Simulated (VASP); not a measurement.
# Cs (I4/mmm) in VASP: further runs

The runs below take Cs through single point, with PBE.

All numbers are computed with VASP 6.6.1; they aren't measurements. Logs are shortened: lines on timing, memory, paths and dates and some standing lists are left out, and cuts for length are marked.

**1. Starting point**

The structure is tetragonal, space group I4/mmm (No. 139). The conventional cell has a = 6.978 Å, b = 6.978 Å, c = 4.536 Å, α = 90.00°, β = 90.00°, γ = 90.00°.

This isn't the form of Cs at room conditions, which is bcc.

**2. Single point, PBE**

Contents of INCAR:

```
SYSTEM = Cs
ALGO = Fast
EDIFF = 1E-7
ENCUT = 520
GGA = PE
ISIF = 2
ISMEAR = 0
LASPH = .TRUE.
LCHARG = .FALSE.
LREAL = .FALSE.
LWAVE = .FALSE.
NBANDS = 10
NELM = 100
PREC = Accurate
SIGMA = 0.15
```

Contents of KPOINTS:

```
k-points
0
G
  12 12 12
  0 0 0
```

Contents of POSCAR:

```
Cs
1.0
   -3.4892213724      3.4892213724      2.2679938921
    3.4892213724     -3.4892213724      2.2679938921
    3.4892213724      3.4892213724     -2.2679938921
Cs
1
Direct
    0.0000000000      0.0000000000      0.0000000000
```

Potentials or basis: VASP PAW PBE potentials, release 64 (Cs_sv).

The run is started by

```bash
cat potpaw_PBE.64/Cs_sv/POTCAR > POTCAR
mpirun -np 1 vasp_std > vasp.out
```

OUTCAR:

```text
SYSTEM = Cs
   EDIFF = 1E-7
   ENCUT = 520
   GGA = PE
   ISIF = 2
   ISMEAR = 0
   LASPH = .TRUE.
   LREAL = .FALSE.
   NELM = 100
   PREC = Accurate

 ion  position               nearest neighbor table
   1  0.000  0.000  0.000-

  LATTYP: Found a body centered tetragonal cell.
 ALAT       =     6.9784427448
 C/A-ratio  =     0.6500000000

  Lattice vectors:

 A1 = (  -3.4892213724,   3.4892213724,   2.2679938921)
 A2 = (   3.4892213724,  -3.4892213724,   2.2679938921)
 A3 = (   3.4892213724,   3.4892213724,  -2.2679938921)

Analysis of symmetry for initial positions (statically):
=====================================================================
 Subroutine PRICEL returns:
 Original cell was already a primitive cell.

 Routine SETGRP: Setting up the symmetry group for a
 body centered tetragonal supercell.

 Subroutine GETGRP returns: Found 16 space group operations
 (whereof 16 operations were pure point group operations)
 out of a pool of 16 trial point group operations.

The static configuration has the point symmetry D_4h.

Analysis of symmetry for dynamics (positions and initial velocities):
=====================================================================
 Subroutine PRICEL returns:
 Original cell was already a primitive cell.

 Routine SETGRP: Setting up the symmetry group for a
 body centered tetragonal supercell.

 Subroutine GETGRP returns: Found 16 space group operations
 (whereof 16 operations were pure point group operations)
 out of a pool of 16 trial point group operations.

The dynamic configuration has the point symmetry D_4h.

 Subroutine INISYM returns: Found 16 space group operations
 (whereof 16 operations are pure point group operations),
 and found     1 'primitive' translations

----------------------------------------------------------------------------------------

                                     Primitive cell

  volume of cell :     110.4483

  direct lattice vectors                    reciprocal lattice vectors
    -3.489221372  3.489221372  2.267993892     0.000000000  0.143298446  0.220459148
     3.489221372 -3.489221372  2.267993892     0.143298446  0.000000000  0.220459148
     3.489221372  3.489221372 -2.267993892     0.143298446  0.143298446  0.000000000

  length of vectors
     5.430757578  5.430757578  5.430757578     0.262938549  0.262938549  0.202654606

  position of ions in fractional coordinates (direct lattice)
     0.000000000  0.000000000  0.000000000

  ion indices of the primitive-cell ions
   primitive index   ion index
[... 80 lines left out ...]
   ISYM   =      2    0-nonsym 1-usesym 2-fastsym
   POTIM  = 0.5000    time-step for ionic-motion
   TEBEG  =    0.0;   TEEND  =   0.0 temperature during run
   PSTRESS=    0.0 pullay stress
   NELECT =       9.0000    total number of electrons
   NUPDOWN=      -1.0000    fix difference up-down
   EMIN   =  10.00;   EMAX   =-10.00  energy-range for DOS
   EFERMI =   0.00;   METHOD = LEGACY
   ISMEAR =     0;   SIGMA  =   0.15  broadening in eV -4-tet -1-fermi 0-gaus
   EFERMI_NEDOS =   21; number of points for ismear=-14 and -15
   IALGO  =     68    algorithm
   IMIX   =      4    mixing-type and parameters
     AMIX     =   0.40;   BMIX     =  1.00
     AMIX_MAG =   1.60;   BMIX_MAG =  1.00
  volume/ion in A,a.u.               =     110.45       745.34
  Fermi-wavevector in a.u.,A,eV,Ry     =   0.709746  1.341225  6.853782  0.503739
  Thomas-Fermi vector in A             =   1.796409
   LORBIT       =      0    0 simple, 1 ext, 2 COOP (PROOUT), +10 PAW based schemes
   GGA     = PE    functional components
   LHFCALC =     F    Hartree Fock is set to
   AEXX    =    0.0000 exact exchange contribution
   IVDW    =     0    specifies the selected vdW correction
   LEPSILON=     F    determine dielectric tensor
   LRPA    =     F    only Hartree local field effects (RPA)
 non-spin polarized calculation
 RMM-DIIS sequential band-by-band and
 Gauss-broadening in eV      SIGMA  =   0.15
  energy-cutoff  :      520.00
  volume of cell :      110.45
 maximum number of plane-waves:      3010
   NGX = 21   NGY = 21   NGZ = 21

 number of electron       8.9999999 magnetization

 Free energy of the ion-electron system (eV)
  ---------------------------------------------------
  ext. energy  EPLUGINS =         0.00000000
  ---------------------------------------------------
  free energy    TOTEN  =        -0.78055489 eV

  energy without entropy =       -0.76793475  energy(sigma->0) =       -0.77424482

 E-fermi :   0.5932     XC(G=0):  -5.4989

 val. band max:        0.5904858483   @ k =   0.5000   0.1667   0.0833
 cond. band min:       0.6027082349   @ k =   0.3333   0.0833  -0.0000
 fundamental gap:      0.0122223866
 Fermi energy:         0.5932086545

 k-point     1 :       0.0000    0.0000    0.0000
  band No.  band energies     occupation
      1     -23.3675      2.00000
      2     -10.1122      2.00000
      3     -10.1122      2.00000
      4     -10.0032      2.00000
      5      -1.1425      2.00000
      6       2.0279      0.00000
      7       2.5241      0.00000
      8       4.3464      0.00000
      9       4.3464      0.00000
     10       4.6784      0.00000
[... 287 lines left out ...]
 k-point    24 :      -0.4167    0.1667    0.0000
  band No.  band energies     occupation
      1     -23.3522      2.00000
      2     -10.2228      2.00000
      3     -10.1523      2.00000
      4     -10.1105      2.00000
      5       0.1763      1.99992
      6       1.8336      0.00000
      7       2.4643      0.00000
      8       3.5828      0.00000
      9       3.6418      0.00000
     10       4.5078      0.00000

 [... further k-points ...]

------------------------ aborting loop because EDIFF is reached ----------------------------------------

  FORCE on cell =-STRESS in cart. coord.  units (eV):
  Direction    XX          YY          ZZ          XY          YZ          ZX
  --------------------------------------------------------------------------------------
  -------------------------------------------------------------------------------------
  Total       -0.0735865     -0.0735865      0.7139435      0.0000000      0.0000000      0.0000000
  in kB       -1.0674550     -1.0674550     10.3565598      0.0000000      0.0000000      0.0000000
  external PRESSURE =       2.7405499 kB  Pullay stress =       0.0000000 kB

 VOLUME and BASIS-vectors are now :
 -----------------------------------------------------------------------------
  energy-cutoff  :      520.00
  volume of cell :      110.45
      direct lattice vectors                 reciprocal lattice vectors
    -3.489221372  3.489221372  2.267993892     0.000000000  0.143298446  0.220459148
     3.489221372 -3.489221372  2.267993892     0.143298446  0.000000000  0.220459148
     3.489221372  3.489221372 -2.267993892     0.143298446  0.143298446  0.000000000

 POSITION                                       TOTAL-FORCE (eV/Angst)
 -----------------------------------------------------------------------------------
      0.00000      0.00000      0.00000         0.000000      0.000000      0.000000
 -----------------------------------------------------------------------------------
    total drift:                               -0.000000     -0.000000      0.000000

  FREE ENERGIE OF THE ION-ELECTRON SYSTEM (eV)
  ---------------------------------------------------
  free  energy   TOTEN  =        -0.7805548887 eV

  energy  without entropy=       -0.7679347523  energy(sigma->0) =       -0.77424482
```

stdout:

```text
POSCAR found type information on POSCAR Cs
 POSCAR found :  1 types and       1 ions
 scaLAPACK will be used
 LDA part: xc-table for (Slater+PW92), standard interpolation
 POSCAR, INCAR and KPOINTS ok, starting setup
 FFT: planning ... GRIDC
 FFT: planning ... GRID_SOFT
 FFT: planning ... GRID
 WAVECAR not read
 entering main loop
WARNING in EDDRMM: call to ZHEGV failed, returncode =   6  3      5
```

Wall time 99 s (1 thread of AMD EPYC 9R14 (Zen 4), shared host); peak memory 0.32 GiB.

Results:

```
Free energy            : -0.7806 eV
Pressure               : 0.3 GPa
Band gap on the k mesh : none (metal or under the smearing width)
```

Stress tensor (GPa, compression positive):
```
-0.11  0.00  0.00
 0.00 -0.11  0.00
 0.00  0.00  1.04
```

Levels at points of the mesh, in eV from the Fermi level:
| k point | band 2 | band 3 | band 4 | band 5 | band 6 | band 7 | band 8 | band 9 |
| --- | --- | --- | --- | --- | --- | --- | --- | --- |
| (0.00, 0.00, 0.00) | -10.71 | -10.71 | -10.60 | -1.74 | 1.43 | 1.93 | 3.75 | 3.75 |
| (0.50, 0.00, 0.00) | -11.00 | -10.71 | -10.71 | 0.25 | 1.15 | 1.50 | 3.10 | 3.95 |
| (0.50, 0.50, 0.00) | -10.83 | -10.70 | -10.61 | -0.36 | 0.38 | 1.97 | 2.89 | 3.45 |
| (0.50, 0.50, 0.50) | -10.81 | -10.81 | -10.62 | 0.28 | 0.67 | 2.02 | 2.02 | 4.65 |

Spin-orbit coupling is left out, which matters for the levels of Cs.

**3. Single point, PBE**

Contents of INCAR:

```
SYSTEM = Cs
ALGO = Fast ; EDIFF = 1E-6
ENCUT = 520 ; GGA = PE
ISIF = 2 ; ISMEAR = 0
LASPH = .TRUE. ; LCHARG = .TRUE.
LELF = .TRUE. ; LREAL = .FALSE.
LVHAR = .TRUE. ; LWAVE = .FALSE.
NBANDS = 10 ; NELM = 100
PREC = Accurate ; SIGMA = 0.15
```

KPOINTS is that of step 2.

Contents of POSCAR:

```
Cs
1.0
   -2.6928769341      2.6928769341      3.8077279848
    2.6928769341     -2.6928769341      3.8077279848
    2.6928769341      2.6928769341     -3.8077279848
Cs
1
Direct
    0.0000000000      0.0000000000      0.0000000000
```

Potentials or basis: VASP PAW PBE potentials, release 64 (Cs_sv).

The run is started by

```bash
cat potpaw_PBE.64/Cs_sv/POTCAR > POTCAR
mpirun -np 1 vasp_std > vasp.out
```

Run time: 80 s. Hardware: 1 thread of AMD EPYC 9R14 (Zen 4), shared host; peak memory 0.32 GiB.

The run converged. Its results:

- Free energy: -0.8556 eV
- Pressure: 0.1 GPa
- Band gap on the k mesh: none (metal or under the smearing width)

Levels at points of the mesh, in eV from the Fermi level:
```csv
k point,band 2,band 3,band 4,band 5,band 6,band 7,band 8,band 9
"(0.00, 0.00, 0.00)",-10.57,-10.57,-10.57,-1.72,2.47,2.47,2.47,3.60
"(0.50, 0.00, 0.00)",-10.72,-10.59,-10.59,-0.04,0.81,2.32,2.33,4.44
"(0.50, 0.50, 0.00)",-10.71,-10.62,-10.62,0.24,1.02,1.50,4.14,4.14
"(0.50, 0.50, 0.50)",-10.71,-10.62,-10.62,0.24,1.02,1.50,4.14,4.14
```

Spin-orbit coupling is left out, which matters for the levels of Cs.
